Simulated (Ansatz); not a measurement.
Write the native input for Ansatz 0.2.0 that does the following.

```yaml
Task: band structure
Functional: PBE
Potentials_or_basis: Ansatz PAW
Cutoff: "420 eV (not typed: the program's choice for these potentials)"
k_mesh: 10 × 10 × 10
Occupations: fermi-dirac, width 0.05 eV
Spin: no spin polarisation
Path: "[[\"G\", \"X\", \"W\", \"K\", \"G\", \"L\", \"U\", \"W\", \"L\", \"K\"], [\"U\", \"X\"]]"
Points_for_each_segment_of_the_path: 14
```

The system is ZrN.

```
CELL_PARAMETERS angstrom
0.00000 2.30000 2.30000
2.30000 0.00000 2.30000
2.30000 2.30000 0.00000
ATOMIC_POSITIONS crystal
Zr 0.50000 0.50000 0.50000
N 0.00000 0.00000 0.00000
```

The input as run:

input.yaml

```yaml
crystal:
  lattice:
    - [0.0, 2.3, 2.3]
    - [2.3, 0.0, 2.3]
    - [2.3, 2.3, 0.0]
  atoms:
    - { symbol: Zr, position: [0.5, 0.5, 0.5] }
    - { symbol: "N", position: [0.0, 0.0, 0.0] }
hamiltonian:
  xc: pbe
  pseudopotentials: { kind: paw }
kpoints:
  mp_grid: { grid: [10, 10, 10] }
  band_path:
    path:
      - [[0.0, 0.0, 0.0], [0.5, 0.0, 0.5], [0.5, 0.25, 0.75], [0.375, 0.375, 0.75], [0.0, 0.0, 0.0], [0.5, 0.5, 0.5], [0.625, 0.25, 0.625], [0.5, 0.25, 0.75], [0.5, 0.5, 0.5], [0.375, 0.375, 0.75]]
      - [[0.625, 0.25, 0.625], [0.5, 0.0, 0.5]]
    npoints: 14
scf:
  occupations: { method: fermi_dirac, width: 0.05 }
  n_extra_bands: 6
output:
  forces: true
  stress: true
  eigenvalues: true
  fatbands: false
```

Potentials or basis: Ansatz PAW.

Run with:

```bash
$ ansatz run input.yaml --threads 2 --pin off --max-ram 5120MiB --backend cpu --events-out ev --progress --plain --runs-dir out
```

It gave:

```yaml
Pressure: -0.8 GPa
Band_gap_on_the_k_mesh: none (metal or under the smearing width)
```

Caveat: the pressure holds a Pulay correction of +0.4 GPa for the finite cutoff.

Wall time 1.1 s on 2 threads of Arm Neoverse V2, with other jobs on the host, peak memory 0.28 GiB.
